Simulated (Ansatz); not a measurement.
**AlN: stationary points along a deformation path**

Level of theory: DFT PBEsol, scalar-relativistic, plane waves, PAW (Ansatz). The runs took a 420 eV cutoff, a Γ-centred 10×10×10 mesh and Gaussian smearing (0.05 eV). No spin polarisation. Energies are free energies at this smearing, counted from the undisturbed cell; pressure is positive in compression.

The starting cell (as given, not relaxed at this level; it stands at 1.3 GPa; this zinc-blende form isn't the usual structure):

```
CELL_PARAMETERS angstrom
0.00000 2.18399 2.18399
2.18399 0.00000 2.18399
2.18399 2.18399 0.00000
ATOMIC_POSITIONS crystal
Al 0.00000 0.00000 0.00000
N 0.75000 0.75000 0.75000
```

At fixed volume and fractional coordinates, lengths along (0.577, 0.577, 0.577) are scaled against those across it; ρ is that ratio over its starting value. V = 10.417 Å³/atom. Δσ is the stress along the axis less the mean stress across it (compression positive).

| ρ | ΔE (meV/atom) | Δσ (GPa) | space group |
| --- | --- | --- | --- |
| 0.500 | 7538.4 | 644.74 | R3m |
| 0.600 | 3525.2 | 382.77 | R3m |
| 0.710 | 1399.1 | 210.64 | R3m |
| 0.850 | 281.1 | 83.59 | R3m |
| 0.930 | 53.3 | 34.56 | R3m |
| 1.000 | 0.0 | 0.00 | F-43m |
| 1.080 | 55.7 | -32.75 | R3m |
| 1.200 | 297.7 | -72.28 | R3m |
| 1.410 | 982.8 | -120.73 | R3m |
| 1.700 | 2026.5 | -129.87 | R3m |
| 2.000 | 2884.1 | -113.94 | R3m |

Question: How does the stress give the slope of the energy, and where is the energy stationary?

Answer: Along the path d ln(length) is 2/3 d ln ρ on the axis and −1/3 d ln ρ across it, so dE/d ln ρ = −(2/3) V Δσ: the energy falls with ρ where Δσ is positive. Δσ vanishes or changes sign at ρ = 1.000 (F-43m), a minimum at 0.0 meV/atom. Pairs of stationary points between two samples would go unseen, and could change a minimum read from distant neighbours into a maximum. At ρ = 1.000 the cell is cubic, where symmetry alone makes the stress isotropic and the slope zero.

Question: Which shear constant sets the curvature at ρ = 1?

Answer: For a cubic crystal E/V = (2/3) C (ln ρ)² with C = C44, so Δσ = −2C ln ρ. The parabola of Δσ against ln ρ through ρ = 0.930, 1 and 1.080 gives C ≈ 226 GPa with the ions clamped, rough because the steps are large. It is the stress–strain coefficient at this cell's pressure of 1.3 GPa, not the zero-pressure constant.

Forces appear on the atoms along this scan, and letting them relax would lower the energy and soften the response. The gap closes along the scan, which can put kinks into the curve.

Cost: 11 runs of about 0.6 core-minutes in all, on Intel Xeon Processor @ 2.70GHz (shared hosts).